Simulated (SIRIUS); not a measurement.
# Ge (Fd-3m) in SIRIUS: notebook

The runs below take Ge through single point, with PBE, PBEsol.

Everything below comes from runs of SIRIUS 7.10.0. Logs are shortened: lines on timing, memory, paths and dates and some standing lists are left out, and cuts for length are marked. The log counts tension as positive stress, the text compression.

**Measured values to compare with.**

From “Temperature-dependent photoluminescence in Ge: experiment and theory”, 2020, arxiv:2003.00143, for a bulk crystal of Ge at 0 K: band gap 0.744 eV (indirect).

The runs below are set against these values where they give the same quantity.

**1. The structure**

Symmetry: Fd-3m, No. 227, cubic system. The conventional cell has a = 5.658 Å, b = 5.658 Å, c = 5.658 Å, α = 90.00°, β = 90.00°, γ = 90.00°. Ge (site symmetry -43m) has 4 Ge at 2.45 Å as nearest neighbours.

**2. Single point, PBE (atoms moved at random, drawn with an rms of 0.05 Å)**

The input, sirius.json:

```json
{
  "control": {
    "processing_unit": "cpu",
    "verbosity": 2,
    "num_bands_to_print": 22,
    "print_forces": true,
    "print_stress": true
  },
  "parameters": {
    "electronic_structure_method": "pseudopotential",
    "xc_functionals": ["XC_GGA_X_PBE", "XC_GGA_C_PBE"],
    "gk_cutoff": 8.9,
    "pw_cutoff": 17.8,
    "ngridk": [8, 8, 8],
    "shiftk": [0, 0, 0],
    "smearing": "fermi_dirac",
    "smearing_width": 0.0018374661,
    "num_bands": 22,
    "num_mag_dims": 0,
    "num_dft_iter": 100,
    "energy_tol": 1e-08,
    "density_tol": 1e-06
  },
  "iterative_solver": {
    "type": "davidson",
    "min_tolerance": 1e-10
  },
  "mixer": {
    "type": "anderson",
    "beta": 0.7,
    "max_history": 8
  },
  "settings": {
    "tol_ne": 1e-10
  },
  "unit_cell": {
    "lattice_vectors": [
      [0.0, 5.345865131215, 5.345865131215],
      [5.345865131215, 0.0, 5.345865131215],
      [5.345865131215, 5.345865131215, 0.0]
    ],
    "atom_coordinate_units": "lattice",
    "atom_types": ["Ge"],
    "atom_files": {
      "Ge": "Ge.json"
    },
    "atoms": {
      "Ge": [
        [0.760966, 0.733256, 0.753339],
        [0.493445, 0.489395, 0.51015]
      ]
    }
  }
}
```

Potentials or basis: PseudoDojo 0.4.1 PBE standard (scalar relativistic).

Command:

```console
> upf_to_json Ge.upf
> OMP_NUM_THREADS=1 sirius.scf --input=sirius.json --output=out.json --task=0
```

The log of the run:

```text
[info] SIRIUS version : 7.10.0
[info] number of MPI ranks           : 1
[info] MPI grid                      : 1 1
[info] maximum number of OMP threads : 1
[fft] FFT context for density and potential
[fft] =====================================
[fft]   comm size                             : 1
[fft]   plane wave cutoff                     : 17.8
[fft]   grid size                             : 45 45 45   total : 91125
[fft]   grid limits                           : -22 22   -22 22   -22 22
[fft]   number of G-vectors within the cutoff : 14562
[fft]   local number of G-vectors             : 14562
[fft]   number of G-shells                    : 795
[fft] FFT context for coarse grid
[fft] =====================================
[fft]   comm size                             : 1
[fft]   plane wave cutoff                     : 17.8
[fft]   grid size                             : 45 45 45   total : 91125
[fft]   grid limits                           : -22 22   -22 22   -22 22
[fft]   number of G-vectors within the cutoff : 14562
[fft]   local number of G-vectors             : 14562
[fft]   number of G-shells                    : 795
[unit cell] lattice vectors
[unit cell]   a1 :       0.0000000000      5.3458651312      5.3458651312
[unit cell]   a2 :       5.3458651312      0.0000000000      5.3458651312
[unit cell]   a3 :       5.3458651312      5.3458651312      0.0000000000
[unit cell] reciprocal lattice vectors
[unit cell]   b1 :      -0.5876677725      0.5876677725      0.5876677725
[unit cell]   b2 :       0.5876677725     -0.5876677725      0.5876677725
[unit cell]   b3 :       0.5876677725      0.5876677725     -0.5876677725
[unit cell] unit cell volume :       305.55119699 [a.u.^3]
[unit cell] 1/sqrt(omega)    :         0.05720816
[unit cell] MT volume        :         0.00000000 ( 0.00%)
[unit cell] IT volume        :       305.55119699 (100.00%)
[unit cell] number of atom types : 1
[unit cell] type id : 0 symbol : Ge mt_radius :  15.590000 num_atoms : 2
[unit cell] total number of atoms : 2
[unit cell] number of symmetry classes : 1
[unit cell] number of PAW atoms : 0
[unit cell] atom id  type id  class id             position                      vector_field
[unit cell] ------------------------------------------------------------------------------------------
[unit cell]      0        0        0      0.76097   0.73326   0.75334      0.00000   0.00000   0.00000
[unit cell]      1        0        0      0.49345   0.48940   0.51015      0.00000   0.00000   0.00000
[unit cell] atom id         position (Cartesian, a.u.)
[unit cell] ---------------------------------------------
[unit cell]      0       7.947136    8.095270    7.987909
[unit cell]      1       5.343433    5.365084    5.254130
[unit cell] class id : 0 atom id : 0 1
[unit cell] minimum bond length:     4.521508
[unit cell] total number of pseudo wave-functions: 18
[sym] space group number   : 2
[sym] international symbol : P-1
[sym] Hall symbol          : -P 1
[sym] space group transformation matrix :
[sym]  -1.0000 -1.0000 -1.0000
[sym]   1.0000  0.0000  0.0000
[sym]   0.0000  0.0000  1.0000
[sym] space group origin shift :
[sym]   0.8703  0.8728  0.8683
[sym] number of space group operations  : 2
[sym] number of magnetic group operations : 2
[sym] metric tensor error: 0.0000e+00
[sym] rotation matrix error: 5.1882e-17
[sym] symmetry operations
[... list of symmetry operations ...]
[... 290 lines left out ...]
[diagonalize] iterative solver tolerance (occupied, empty): 1.68509e-10 1.68509e-10
[diagonalize] average number of iterations: 1.75
[diagonalize] Lowest band energies
[diagonalize] ik:    0   -0.563591   -0.562383   -0.562307   -0.561484   -0.561478   -0.553794   -0.553782   -0.553519   -0.553248   -0.553244   -0.118377    0.339964    0.352272    0.356255    0.357506    0.439971    0.440885    0.453728    0.587482    0.697903    0.697937    0.745393
[diagonalize] ik:    1   -0.563589   -0.562874   -0.562807   -0.560861   -0.560855   -0.554322   -0.554315   -0.553530   -0.552788   -0.552783   -0.111236    0.257854    0.342183    0.343262    0.392497    0.458916    0.459789    0.479810    0.622162    0.663702    0.663747    0.727754
[diagonalize] ik:    2   -0.563591   -0.563382   -0.563306   -0.560097   -0.560093   -0.554904   -0.554894   -0.553553   -0.552330   -0.552317   -0.090367    0.170839    0.320383    0.321368    0.381345    0.485189    0.486346    0.556317    0.647866    0.652852    0.653142    0.754742
[diagonalize] ik:    3   -0.563641   -0.563594   -0.563545   -0.559694   -0.559692   -0.555171   -0.555156   -0.553569   -0.552085   -0.552067   -0.059035    0.097670    0.305321    0.306301    0.368044    0.491865    0.493245    0.621117    0.653551    0.695648    0.696169    0.820733
[diagonalize] ik:    4   -0.563701   -0.563605   -0.563602   -0.559606   -0.559605   -0.555210   -0.555193   -0.553574   -0.552016   -0.551995   -0.036850    0.061254    0.300119    0.301105    0.363230    0.490734    0.492150    0.616646    0.729017    0.759650    0.760443    0.767900
[diagonalize] ...
[diagonalize] ik:  255   -0.564581   -0.563667   -0.560851   -0.560807   -0.557605   -0.556876   -0.555325   -0.554900   -0.551728   -0.551624    0.019493    0.029332    0.236501    0.240093    0.374646    0.382456    0.697846    0.704063    0.771158    0.783608    0.820361    0.823465
[diagonalize] ik:  256   -0.564867   -0.563612   -0.560973   -0.559742   -0.558113   -0.556447   -0.556433   -0.554617   -0.551805   -0.551389   -0.006602    0.060254    0.217012    0.246873    0.387737    0.419815    0.640602    0.651782    0.743115    0.791437    0.791715    0.856986
[diagonalize] ik:  257   -0.565078   -0.563442   -0.560917   -0.558929   -0.558470   -0.557567   -0.555796   -0.554644   -0.552013   -0.551229   -0.027665    0.082924    0.208957    0.265893    0.406377    0.507351    0.546495    0.573127    0.722652    0.773366    0.784858    0.805022
[diagonalize] ik:  258   -0.564767   -0.563185   -0.561242   -0.559691   -0.559665   -0.555709   -0.555254   -0.554776   -0.552264   -0.551615   -0.039320    0.079732    0.248152    0.291279    0.401634    0.486901    0.507299    0.612046    0.681119    0.749878    0.768374    0.784467
[diagonalize] ik:  259   -0.564377   -0.563036   -0.561844   -0.560032   -0.559918   -0.555025   -0.554887   -0.554586   -0.552389   -0.552109   -0.042913    0.074671    0.293220    0.305536    0.356279    0.479150    0.496571    0.612800    0.742381    0.755224    0.760612    0.769494
[find] Charges and magnetic moments
[find] --------------------------------------------------------------------------------
[find] total charge          : 28.000000
[find] Energy
[find] --------------------------------------------------------------------------------
[find] valence_eval_sum               :     -10.00671775
[find] <rho|V^{XC}>                   :     -29.13278337
[find] <rho|E^{XC}>                   :     -43.66014738
[find] <mag|B^{XC}>                   :       0.00000000
[find] <rho|V^{H}>                    :     110.74613617
[find] one-electron contribution      :     -91.62007056 (Ha),    -183.24014111 (Ry)
[find] hartree contribution           :      55.37306809
[find] xc contribution                :     -43.66014738
[find] ewald contribution             :     -98.73343842
[find] PAW contribution               :       0.00000000
[find] smearing (-TS)                 :      -0.00003133
[find] SCF correction                 :      -0.00000012
[find] Total energy                   :    -178.64058838 (Ha),    -357.28117676 (Ry)
[find] Free energy (E-TS)             :    -178.64061971 (Ha),    -357.28123943 (Ry)
[find] band gap (eV)                  :       0.00000000
[find] Efermi                         :       0.35401854
[find] iteration : 15, RMS : 1.171643819181e-09, energy difference : -6.821210263297e-13
[find] Hartree energy of density residual : 5.171790224668e-17
[find] bands are converged : false
[find] iterative solver converged : true
[find] converged after 16 SCF iterations!
[find] Charges and magnetic moments
[find] --------------------------------------------------------------------------------
[find] total charge          : 28.000000
[find] Energy
[find] --------------------------------------------------------------------------------
[find] valence_eval_sum               :     -10.00671775
[find] <rho|V^{XC}>                   :     -29.13278337
[find] <rho|E^{XC}>                   :     -43.66014738
[find] <mag|B^{XC}>                   :       0.00000000
[find] <rho|V^{H}>                    :     110.74613617
[find] one-electron contribution      :     -91.62007056 (Ha),    -183.24014111 (Ry)
[find] hartree contribution           :      55.37306809
[find] xc contribution                :     -43.66014738
[find] ewald contribution             :     -98.73343842
[find] PAW contribution               :       0.00000000
[find] smearing (-TS)                 :      -0.00003133
[find] SCF correction                 :      -0.00000012
[find] Total energy                   :    -178.64058838 (Ha),    -357.28117676 (Ry)
[find] Free energy (E-TS)             :    -178.64061971 (Ha),    -357.28123943 (Ry)
[find] band gap (eV)                  :       0.00000000
[find] Efermi                         :       0.35401854
[ground_state] === stress tensor components [kbar] ===
[ground_state] === stress_kin ===
[ground_state] -86068.516546  -14.740573  -13.919024
[ground_state]   -14.740573-86068.320653   16.669245
[ground_state]   -13.919024   16.669245-86068.375225
[ground_state] === stress_har ===
[ground_state] -17768.714756  605.732400  570.758259
[ground_state]   605.732400-17775.491020 -687.523022
[ground_state]   570.758259 -687.523022-17773.592065
[ground_state] === stress_ewald ===
[ground_state] 31696.562944 1023.893828  965.166198
[ground_state]  1023.89382831684.399628-1161.306967
[ground_state]   965.166198-1161.30696731687.808070
[ground_state] === stress_vloc ===
[ground_state] -4719.969403-1612.310409-1519.536140
[ground_state] -1612.310409-4701.269446 1829.334204
[ground_state] -1519.536140 1829.334204-4706.509857
[ground_state] === stress_xc ===
[ground_state] -13462.524968    0.931293    0.879364
[ground_state]     0.931293-13462.538448   -1.053197
[ground_state]     0.879364   -1.053197-13462.534667
[ground_state] === stress_core ===
[ground_state] 23371.948608    0.205577    0.194026
[ground_state]     0.20557723371.944327   -0.232789
[ground_state]     0.194026   -0.23278923371.945536
[ground_state] === stress_nonloc ===
[ground_state] 66912.388690    7.863219    7.426249
[ground_state]     7.86321966912.268356   -8.887881
[ground_state]     7.426249   -8.88788166912.302308
[ground_state] === stress_us_nl ===
[ground_state] 66912.388690    7.863219    7.426249
[ground_state]     7.86321966912.268356   -8.887881
[ground_state]     7.426249   -8.88788166912.302308
[ground_state] === stress_total ===
[ground_state]   -38.825431   11.575335   10.968933
[ground_state]    11.575335  -39.007256  -13.000407
[ground_state]    10.968933  -13.000407  -38.955899
[ground_state] ==== total Forces in Ha/bohr =====
[ground_state] atom:    0, force:       0.0086961     -0.0074352     -0.0078128
[ground_state] atom:    1, force:      -0.0086961      0.0074352      0.0078128
[ground_state] ==== ultrasoft contribution from Qij =====
[ground_state] atom:    0, force:       0.0000000      0.0000000      0.0000000
[ground_state] atom:    1, force:       0.0000000      0.0000000      0.0000000
[ground_state] ==== non-local contribution from Beta-projector =====
[ground_state] atom:    0, force:      -0.0033212      0.0028063      0.0029550
[ground_state] atom:    1, force:       0.0033212     -0.0028063     -0.0029550
[ground_state] ==== contribution from local potential =====
[ground_state] atom:    0, force:      -0.1897907      0.1629054      0.1708470
[ground_state] atom:    1, force:       0.1897907     -0.1629054     -0.1708470
[ground_state] ==== contribution from core density =====
[ground_state] atom:    0, force:      -0.0004811      0.0004076      0.0004293
[ground_state] atom:    1, force:       0.0004811     -0.0004076     -0.0004293
[ground_state] ==== Ewald forces from ions =====
[ground_state] atom:    0, force:       0.2022892     -0.1735546     -0.1820441
[ground_state] atom:    1, force:      -0.2022892      0.1735546      0.1820441
[~DFT_ground_state] local op. applied: 186042
[~DFT_ground_state] evp. work count: 31391
[~DFT_ground_state] number of iterative solver steps: 11649
```

Run time: 8 min. Hardware: 1 thread of Arm Neoverse V2, shared host; peak memory 1.6 GiB.

What came out:

- Free energy: -4861.0589 eV
- Pressure: 3.9 GPa
- Largest force: 0.712 eV/Å
- Band gap on the k mesh: none (metal or under the smearing width)

Forces in eV/Å, atoms in the order of the input:
```
Ge   0.447 -0.382 -0.402
Ge  -0.447  0.382  0.402
```

**3. Single point, PBE**

sirius.json, as its differences from that of step 2:

```diff
@@ -48,4 +48,4 @@
       "Ge": [
-        [0.760966, 0.733256, 0.753339],
-        [0.493445, 0.489395, 0.51015]
+        [0.75, 0.75, 0.75],
+        [0.5, 0.5, 0.5]
       ]
```

Potentials or basis: PseudoDojo 0.4.1 PBE standard (scalar relativistic).

Command:

```console
> upf_to_json Ge.upf
> OMP_NUM_THREADS=1 sirius.scf --input=sirius.json --output=out.json --task=0
```

Wall time 64 s (1 thread of Arm Neoverse V1, shared host); peak memory 0.37 GiB.

It converged, with:

```yaml
Free_energy: -4861.0787 eV
Pressure: 3.7 GPa
Band_gap_on_the_k_mesh: 0.03 eV
```

(Continued in part 2 of 2.)
